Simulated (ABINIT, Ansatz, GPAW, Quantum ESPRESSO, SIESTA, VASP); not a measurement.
## Al: 6 runs at one level of theory

```
CELL_PARAMETERS angstrom
0.00000 2.02481 2.02481
2.02481 0.00000 2.02481
2.02481 2.02481 0.00000
ATOMIC_POSITIONS crystal
Al 0.00000 0.00000 0.00000
```

Alike in all runs: task single point; functional PBEsol; k mesh 11 × 11 × 11; occupations fermi-dirac, width 0.05 eV; no spin polarisation; no spin-orbit coupling. Pressure is positive in compression and, in plane waves, holds the error of the finite cutoff.

```csv
program and potentials,plane-wave cutoff (eV),notes,pressure (GPa)
"Quantum ESPRESSO, GBRV 1.5 PBEsol",612,-,-2.00
"GPAW, PAW data sets generated for this functional",600,-,-1.78
"VASP, PBE PAW files Al, 520 eV",520,potentials made for PBE,-1.87
"Ansatz, all-electron LAPW, scalar-relativistic",-,-,-1.92
"SIESTA, files PseudoDojo sr-pbesol-0.4.1-standard, DZP (energy shift 0.003 Ry)",-,atomic basis,-1.91
"ABINIT, PseudoDojo NC SR PBEsol v0.4.1 standard",544,-,-2.06
```

The pressure spans -2.06 (ABINIT, PseudoDojo NC SR PBEsol v0.4.1 standard) to -1.78 GPa (GPAW, PAW data sets generated for this functional), with all-electron results at -1.92. Rows in atomic bases carry the error of their basis and grid, which can be large.

The functional is the same throughout but for its coding, so the spread measures potentials, basis and numerics; runs on potential files found faulty are left out.

All six runs give a negative pressure, so this cell is stretched relative to the static PBEsol equilibrium, and relaxation would contract it. The sign is common to every potential and basis, which makes it a property of the functional rather than of one implementation. The cell is close to the room-temperature experimental one, so part of the tension probably reflects the thermal and zero-point expansion missing from a static calculation. The rest would be a slight overbinding by PBEsol, whose weak gradient correction favours the compact, nearly uniform electron gas of a simple metal.

The VASP value, -1.87 GPa, lies close to the all-electron -1.92 GPa despite potentials made for PBE. This suggests that core-valence inconsistency matters little for aluminium, whose neon-like core is compact and well separated from the 3s and 3p electrons, although a cancellation of errors can't be excluded. The same caution applies to the still closer SIESTA value. A pressure at one volume fixes the direction of relaxation, but not the equilibrium lattice parameter or the bulk modulus.
